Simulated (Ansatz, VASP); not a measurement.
Two plane-wave programs on SnO2

```
Sn O
1.0
     0.00000    2.57415    2.57415
     2.57415    0.00000    2.57415
     2.57415    2.57415    0.00000
Sn O
1 2
Cartesian
  -0.0974 0.0538 0.1956
  1.2871 1.2871 1.2871
  3.8612 3.8612 3.8612
```

Change from the starting cell: one atom moved.

Alike in both runs: task single point; functional PBE; k mesh 12 × 12 × 12; occupations gaussian, width 0.1 eV; no spin polarisation.

```csv
,VASP,Ansatz
version,VASP 6.6.1,Ansatz 0.2.0
potentials or method,"VASP PAW PBE potentials, release 64 (Sn_d, O)","scalar-relativistic, plane waves, PAW"
plane-wave cutoff (eV),520,420
valence electrons in the cell,26,26
```

Ansatz gave:

```
gap on the k mesh at the Fermi level (eV)       : none
pressure (GPa)                                  : 4.0
largest component of the traceless stress (GPa) : 3.61
rms of the force components (eV/Å)              : 0.846
```

What did VASP give for the same quantities?

gap on the k mesh at the Fermi level (eV): none; pressure (GPa): 4.5; largest component of the traceless stress (GPa): 3.69; rms of the force components (eV/Å): 0.880.

Atom by atom the forces differ by 0.035 eV/Å (rms over components). A gap of «none» marks a metal or a gap that the smearing closes.

Caveats: forces of over 1 eV/Å show positions far from the minimum, so gaps and moduli don't describe the material at rest.
